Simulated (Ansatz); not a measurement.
Crystal: CdSe.

```xyz
2
Lattice="0.0000 3.0703 3.0703 3.0703 0.0000 3.0703 3.0703 3.0703 0.0000" Properties=species:S:1:pos:R:3 pbc="T T T"
Cd    0.0000    0.0000    0.0000
Se    1.5351    1.5351    1.5351
```

Measurements of this composition are mostly on another form, of space group No. 186.

* Program: Ansatz 0.2.0
* Task: relaxation of cell and atoms
* Functional: PBEsol0
* Potentials or basis: Ansatz PAW
* Cutoff: 420 eV (not typed: the program's choice for these potentials)
* k mesh: 4 × 4 × 4
* Occupations: fermi-dirac, width 0.05 eV
* Spin: no spin polarisation

At the start: volume 28.94 Å³/atom.

Task: Where does the relaxation end?

Result: It ends after 5 steps and the volume is 27.94 Å³/atom (-3.4 %); space group F-43m (No. 216, to 0.05 Å).

The path:
```
step  energy change (eV)  largest force (eV/Å)  volume (Å³)
   1              0.0000                0.0000        57.88
   2             -0.0114                0.0000        55.12
   3             -0.0128                0.0000        55.94
   4             -0.0128                0.0000        55.89
   5             -0.0117                0.0000        55.89
```

Final structure:
```xyz
2
Lattice="0.0000 3.0346 3.0346 3.0346 0.0000 3.0346 3.0346 3.0346 0.0000" Properties=species:S:1:pos:R:3 pbc="T T T"
Cd    0.0000    0.0000    0.0000
Se    1.5173    1.5173    1.5173
```

Caveat: the k mesh is coarse (spacing up to 0.44 Å⁻¹), so the values aren't converged, least of all with exact exchange; the plane-wave basis is chosen anew once the cell has moved, so the energies of steps on either side of that aren't comparable; the PAW data sets come from PBE, with cores solved anew for the run's functional, which leaves a small shift of forces and pressure.
